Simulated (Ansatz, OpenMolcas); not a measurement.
A ladder of methods for CHF3 (trifluoromethane)

CHF3 has 5 atoms, charge 0, and is taken as a singlet. As SMILES, `FC(F)F`. The shape is that of a PBE0-D4/def2-TZVP optimisation.

```xyz
5

F    -0.6686   -0.3297    1.0792
C     0.0195    0.0564    0.0068
F     1.0474   -0.7738   -0.1575
F    -0.7726   -0.0351   -1.0594
H     0.3744    1.0822    0.1309
```

Each level gives the HOMO–LUMO gap (eV). The values are calculated.

```tsv
level	kind	program	value (eV)	CPU time
BLYP/def2-SVPD	GGA	OpenMolcas	9.66	29 s
PBE/def2-SVPD	GGA	OpenMolcas	9.77	29 s
revPBE/def2-SVPD	GGA	Ansatz	9.65	4.2 s
BHLYP/def2-SVPD	global hybrid	Ansatz	14.60	5.6 s
M06-2X/def2-SVPD	hybrid meta-GGA	OpenMolcas	14.18	34 s
r2SCAN0/def2-SVPD	hybrid meta-GGA	Ansatz	13.26	9.1 s
CAM-B3LYP/def2-SVPD	range-separated hybrid	Ansatz	14.43	5.6 s
B2PLYP/def2-SVPD	double hybrid	OpenMolcas	14.78	21 s
```

The values span 9.65 to 14.78 eV. Orbital gaps aren't excitation energies, and those of double hybrids come from the SCF part alone; they tend to grow with the share of exact exchange. CPU times are rough (shared hosts, several kinds of processor and program).
